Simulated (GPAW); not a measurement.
# GaN (F-43m) in GPAW: settings compared, part 2 of 2

GPAW 26.7.0. Earlier steps stand in the parts before.

**3. Band structure, AM05, spin-orbit coupling, no magnetisation**

Input file run.py:

```python
import numpy as np
from ase.dft.bandgap import bandgap
from ase.io import read, write
from ase.units import GPa
from gpaw import GPAW, PW, setup_paths
from gpaw.spinorbit import soc_eigenstates

setup_paths.insert(0, '.')

atoms = read('GaN.xyz')

calc = GPAW(mode=PW(800),
            xc='AM05',
            kpts={'size': (10, 10, 10), 'gamma': True},
            occupations={'name': 'fermi-dirac', 'width': 0.05},
            nbands=11,
            convergence={'density': 1e-05, 'energy': 1e-05},
            maxiter=150,
            txt='gpaw.txt')
atoms.calc = calc
energy = atoms.get_potential_energy()
forces = atoms.get_forces()
stress = atoms.get_stress()
calc.write('gs.gpw')
write('result.traj', atoms)
print(f'Energy: {energy:.6f} eV')
print('Forces (eV/A):')
print(forces.round(4))
print('Stress (GPa):', (stress / GPa).round(3))
print('Fermi level:', round(calc.get_fermi_level(), 4), 'eV')
print(f'Gap: {bandgap(calc)[0]:.4f} eV, direct: {bandgap(calc, direct=True)[0]:.4f} eV')

path = atoms.cell.bandpath('GXWKGLUWLK,UX', npoints=100, eps=1e-4)
bs_calc = calc.fixed_density(kpts=path, symmetry='off', nbands=19,
                             convergence={'bands': 'CBM+6.0', 'eigenstates': 1e-6}, txt='bands.txt')
bs = bs_calc.band_structure()
bs.write('bs.json')
print(f'Gap on the path: {bandgap(bs_calc)[0]:.4f} eV')

soc = soc_eigenstates(bs_calc, theta=54.7, phi=45)
np.savetxt('soc_bands.dat', soc.eigenvalues(), fmt='%.4f')
mesh = soc_eigenstates('gs.gpw', theta=54.7, phi=45)
np.savetxt('soc_mesh.dat', mesh.eigenvalues(), fmt='%.4f')
print('Fermi level with spin-orbit coupling:', round(mesh.fermi_level, 4), 'eV')
```

Input file GaN.xyz:

```xyz
2
Lattice="0.0000000000 2.2535006075 2.2535006075 2.2535006075 0.0000000000 2.2535006075 2.2535006075 2.2535006075 0.0000000000" Properties=species:S:1:pos:R:3 pbc="T T T"
Ga     0.0000000000      0.0000000000      0.0000000000
N      1.1267503038      1.1267503038      1.1267503038
```

Potentials or basis: PAW data sets generated in the run's folder for this functional, pw.

Run with:

```bash
> gpaw-setup -f AM05 Ga N
> OMP_NUM_THREADS=1 python run.py
```

Wall time 27 s (1 thread of Arm Neoverse V2, shared host); peak memory 0.26 GiB.

Results (log left out):

- Free energy: -12.5667 eV
- Pressure: 6.9 GPa
- Band gap on the k mesh: 1.86 eV, direct
- Band gap along the path: 1.86 eV, direct

Levels at the corners of the path, in eV from the valence-band top:
```
point  band 5  band 6  band 7  band 8  band 9  band 10  band 11  band 12
    Γ    0.00    0.00    0.00    0.00    1.86     1.86    10.09    10.09
    X   -2.70   -2.70   -2.66   -2.66    3.32     3.32     6.69     6.69
    W   -3.81   -3.80   -3.64   -3.59    6.23     6.24     8.49     8.50
    K   -4.33   -4.28   -2.16   -2.16    4.99     4.99     7.94     7.94
    Γ    0.00    0.00    0.00    0.00    1.86     1.86    10.09    10.09
    L   -0.99   -0.99   -0.95   -0.95    4.72     4.72     8.77     8.77
    U   -4.33   -4.28   -2.16   -2.16    4.99     4.99     7.94     7.94
    W   -3.81   -3.80   -3.64   -3.59    6.23     6.24     8.49     8.50
    L   -0.99   -0.99   -0.95   -0.95    4.72     4.72     8.77     8.77
    K   -4.33   -4.28   -2.16   -2.16    4.99     4.99     7.94     7.94
    U   -4.33   -4.28   -2.16   -2.16    4.99     4.99     7.94     7.94
    X   -2.70   -2.70   -2.66   -2.66    3.32     3.32     6.69     6.69
```

Caveat: the data sets keep Ga 3d, Li 1s and Be 1s frozen, and some such compounds lay over 1.5 % in volume off other programs; spin-orbit coupling was added after a scalar SCF, so levels and gaps hold it while energy, forces, pressure and moments don't; this program's spin-orbit splittings come out too wide for heavy elements.

**4. Equation of state, OLYP**

Input file run.py:

```python
from ase.eos import EquationOfState
from ase.io import Trajectory
from ase.spacegroup import crystal
from ase.units import GPa
from gpaw import GPAW, PW, setup_paths

setup_paths.insert(0, '.')

# Ga 4a
# N 4d
atoms = crystal(['Ga', 'N'],
                basis=[[0.0, 0.0, 0.0],
                       [0.25, 0.25, 0.75]],
                spacegroup=216, setting=1,  # F-43m
                cellpar=[4.50700122, 4.50700122, 4.50700122, 90.0, 90.0, 90.0],
                primitive_cell=True)

traj = Trajectory('eos.traj', 'w')
volumes, energies = [], []
for x in [0.94, 0.96, 0.98, 1.0, 1.02, 1.04, 1.06]:
    a = atoms.copy()
    a.set_cell(atoms.cell * x**(1 / 3), scale_atoms=True)
    calc = GPAW(mode=PW(800),
                xc='GGA_X_OPTX+GGA_C_LYP',
                kpts={'size': (10, 10, 10), 'gamma': True},
                occupations={'name': 'fermi-dirac', 'width': 0.05},
                nbands=11,
                convergence={'density': 1e-05, 'energy': 1e-05},
                maxiter=150,
                txt=f'eos-{x:.2f}.txt')
    a.calc = calc
    energies.append(a.get_potential_energy(force_consistent=True))
    volumes.append(a.get_volume())
    p = -a.get_stress()[:3].mean() / GPa
    calc.write(f'eos-{x:.2f}.gpw')
    traj.write(a)
    print(f'{x:.2f} {volumes[-1]:10.4f} A^3 {energies[-1]:14.6f} eV {p:9.3f} GPa', flush=True)

v0, e0, B = EquationOfState(volumes, energies, eos='birchmurnaghan').fit()
print(f'V0 = {v0:.4f} A^3, E0 = {e0:.6f} eV, B0 = {B / GPa:.2f} GPa')
```

Run with:

```bash
> gpaw-setup -f GGA_X_OPTX+GGA_C_LYP Ga N
> OMP_NUM_THREADS=1 python run.py
```

It took 82 s on 1 thread of Arm Neoverse V2, shared host; peak memory 0.22 GiB.

It converged, with:

```yaml
Equilibrium_volume: "12.24 Å³/atom (rough: see the caveat)"
Bulk_modulus: 176 GPa (rough)
```

Energy against volume, from the lowest point:
```tsv
volume (Å³/atom)	energy (meV/atom)
10.757	125.17
10.986	85.80
11.215	54.98
11.444	31.70
11.673	15.17
11.902	4.87
12.131	0.00
```

Caveat: the data sets keep Ga 3d, Li 1s and Be 1s frozen, and some such compounds lay over 1.5 % in volume off other programs; the minimum lies outside the volumes run.

**5. Equation of state, r2SCAN**

run.py: that of step 4 with these lines changed.

```diff
@@ -4,5 +4,3 @@
 from ase.units import GPa
-from gpaw import GPAW, PW, setup_paths
-
-setup_paths.insert(0, '.')
+from gpaw import GPAW, PW
 
@@ -23,3 +21,3 @@
     calc = GPAW(mode=PW(800),
-                xc='GGA_X_OPTX+GGA_C_LYP',
+                xc='MGGA_X_R2SCAN+MGGA_C_R2SCAN',
                 kpts={'size': (10, 10, 10), 'gamma': True},
```

Potentials or basis: GPAW PAW data sets (gpaw-data 1.2.1), pw.

Run with:

```bash
> OMP_NUM_THREADS=1 python run.py
```

Run time: 3.9 min. Hardware: 1 thread of Arm Neoverse V2, shared host; peak memory 0.46 GiB.

The run converged. Its results:

```
Equilibrium volume : 11.70 Å³/atom (rough: see the caveat)
Bulk modulus       : 213 GPa (rough)
```

Energy against volume, from the lowest point:
```
volume (Å³/atom)  energy (meV/atom)
          10.757              59.75
          10.986              32.96
          11.215              14.74
          11.444               4.03
          11.673               0.00
          11.902               2.13
          12.131               9.60
```

Caveat: the data sets keep Ga 3d, Li 1s and Be 1s frozen, and some such compounds lay over 1.5 % in volume off other programs; the points scatter about the fit; the PAW data sets were made with another functional, which shifts forces and pressure a little.

**6. Equation of state, PW91+D3(BJ)**

run.py: that of step 5 with these lines changed.

```diff
@@ -1 +1,2 @@
+from ase.calculators.mixing import SumCalculator
 from ase.eos import EquationOfState
@@ -4,3 +5,6 @@
 from ase.units import GPa
-from gpaw import GPAW, PW
+from dftd3.ase import DFTD3
+from gpaw import GPAW, PW, setup_paths
+
+setup_paths.insert(0, '.')
 
@@ -21,3 +25,3 @@
     calc = GPAW(mode=PW(800),
-                xc='MGGA_X_R2SCAN+MGGA_C_R2SCAN',
+                xc='GGA_X_PW91+GGA_C_PW91',
                 kpts={'size': (10, 10, 10), 'gamma': True},
@@ -28,4 +32,4 @@
                 txt=f'eos-{x:.2f}.txt')
-    a.calc = calc
-    energies.append(a.get_potential_energy(force_consistent=True))
+    a.calc = SumCalculator([calc, DFTD3(method='pw91', damping='d3bj')])
+    energies.append(a.get_potential_energy())
     volumes.append(a.get_volume())
```

Potentials or basis: PAW data sets generated in the run's folder for this functional, pw.

Run with:

```bash
> gpaw-setup -f GGA_X_PW91+GGA_C_PW91 Ga N
> OMP_NUM_THREADS=1 python run.py
```

It took 80 s on 1 thread of Arm Neoverse V2, shared host; peak memory 0.25 GiB.

Results (log left out):

- Equilibrium volume: 11.98 Å³/atom
- Bulk modulus: 189 GPa
- Pressure derivative of the bulk modulus: 4.7 (rough: it moves with the points fitted)

Energy against volume, from the lowest point:
```
volume (Å³/atom)  energy (meV/atom)
          10.757              90.61
          10.986              57.38
          11.215              32.64
          11.444              15.33
          11.673               4.70
          11.902               0.00
          12.131               0.82
```

Caveat: the data sets keep Ga 3d, Li 1s and Be 1s frozen, and some such compounds lay over 1.5 % in volume off other programs.

**7. Overview**

| task | level | potentials or basis | spin | band path | band points | spin axis theta (degrees) | spin axis phi (degrees) | V0 of scaled cells (Å³/atom) | B0 (GPa) |
| --- | --- | --- | --- | --- | --- | --- | --- | --- | --- |
| equation of state | vdW-DF-cx | GPAW PAW data sets (gpaw-data 1.2.1), pw | off | - | - | - | - | 11.98 | 190 |
| band structure | AM05 | PAW data sets generated in the run's folder for this functional, pw | SOC, no magnetisation | GXWKGLUWLK,UX | 100 | 54.7 | 45 | - | - |
| equation of state | OLYP | PAW data sets generated in the run's folder for this functional, pw | off | - | - | - | - | - | - |
| equation of state | r2SCAN | GPAW PAW data sets (gpaw-data 1.2.1), pw | off | - | - | - | - | - | - |
| equation of state | PW91+D3(BJ) | PAW data sets generated in the run's folder for this functional, pw | off | - | - | - | - | 11.98 | 189 |

Alike in all rows: cell as given; k mesh 10 × 10 × 10; cutoff (eV) 800; smearing fermi-dirac 0.05 eV.

Caveats: the data sets keep Ga 3d, Li 1s and Be 1s frozen, and some such compounds lay over 1.5 % in volume off other programs; the PAW data sets were made with another functional, which shifts forces and pressure a little (some runs); spin-orbit coupling was added after a scalar SCF, so levels and gaps hold it while energy, forces, pressure and moments don't (some runs); this program's spin-orbit splittings come out too wide for heavy elements (some runs); the minimum lies outside the volumes run (some runs); the points scatter about the fit (some runs).

Total energies depend on the potentials used, so only differences within one code and one set of settings carry meaning.

**8. Comparison with measurements**

Step 3. Measured gap of GaN: 3.299 eV (direct; 0 K; a printed reference work, textbook). This calculation gives 1.86 eV (-1.43 eV). The value is that of AM05, without temperature or zero-point motion. Semilocal functionals fall short of measured gaps as a rule. The cell is a database's relaxed one, not the measured one, which moves gaps too.
